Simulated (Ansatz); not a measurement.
Compare A (`O=C1CCCO1`) with its isomer B (`COC1C=CO1`).

Isolated molecules relaxed with PBE0-D4/def2-TZVP in Ansatz; ΔE leaves out vibrations. CCSD(T)/CBS is the MP2 limit (def2-TZVPP, def2-QZVPP) plus CCSD(T) − MP2 in def2-TZVPP, frozen cores. DFT in def2-TZVPP. B3LYP here is the variant with VWN-RPA as its local correlation; programs differ in this. One conformer a species, not always the lowest.

A:

```xyz
12

O     1.435   -0.915   -1.991
C     0.776   -0.591   -1.052
C    -0.045    0.668   -0.865
C    -0.296    0.708    0.632
C    -0.238   -0.771    0.995
O     0.656   -1.364    0.052
H    -0.970    0.543   -1.437
H     0.483    1.526   -1.275
H     0.507    1.251    1.138
H    -1.244    1.167    0.913
H    -1.216   -1.255    0.897
H     0.152   -0.967    1.993
```

B:

```xyz
12

C     0.217   -1.546    1.237
O     0.641   -0.259    0.830
C     0.194    0.092   -0.400
C     0.496    1.481   -0.877
C    -0.821    1.669   -0.918
O    -1.254    0.460   -0.435
H     0.524   -2.307    0.509
H     0.694   -1.750    2.194
H    -0.869   -1.580    1.357
H     0.319   -0.712   -1.138
H     1.388    2.027   -1.126
H    -1.529    2.425   -1.233
```

Question: Which is lower in electronic energy at CCSD(T)/CBS, and by how much? (An estimate is asked.)

Answer: Computed: A, by 61.9 kcal/mol.

Question: Give E(B) − E(A) in kcal/mol with B2PLYP, r2SCAN-D4, B3LYP, CCSD(T)/def2-TZVPP, PBE0-D4, MP2/def2-TZVPP, CCSD/def2-TZVPP. (Estimate.)

Answer: The calculation gave: B2PLYP 62.9, r2SCAN-D4 64.3, B3LYP 61.9, CCSD(T)/def2-TZVPP 62.5, PBE0-D4 64.4, MP2/def2-TZVPP 63.8, CCSD/def2-TZVPP 63.3. None reverses the order clearly.

Largest T1 diagnostic: 0.014.

From PBE to PBE0 (25 % exact exchange), in def2-TZVPP and without D4, E(B) − E(A) moves by +2.5 kcal/mol. In def2-TZVPP, CCSD(T) changes the Hartree–Fock value by −4.3 kcal/mol (the triples alone add −0.8 kcal/mol) and MP2 by −3.0 kcal/mol.
